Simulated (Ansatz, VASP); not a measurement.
## Ag: VASP beside Ansatz

```xyz
1
Lattice="-1.3782 1.3782 1.3782 1.3782 -1.3782 1.3782 1.3782 1.3782 -1.3782" Properties=species:S:1:pos:R:3 pbc="T T T"
Ag    0.0000    0.0000    0.0000
```

Change from the starting cell: volume scaled by 0.65, LAPW.

Alike in both runs: task single point; functional LDA; k mesh 17 × 17 × 17; occupations fermi-dirac, width 0.1 eV; no spin polarisation.

|  | VASP | Ansatz |
| --- | --- | --- |
| version | VASP 6.6.1 | Ansatz 0.2.0 |
| potentials or method | VASP PAW LDA potentials, release 64 (Ag), cutoff 520 eV | all-electron LAPW, scalar-relativistic |

```csv
,VASP,Ansatz,Ansatz less VASP
pressure (GPa),192.3,191.7,-0.68
```

Ansatz ran all-electron here, so the differences hold the error of VASP's frozen core and of both bases.

Caveats: the cell as given lies far from equilibrium; so large a pressure means that the cell lies far from this level's equilibrium, or that cutoff or potentials fall short (VASP).
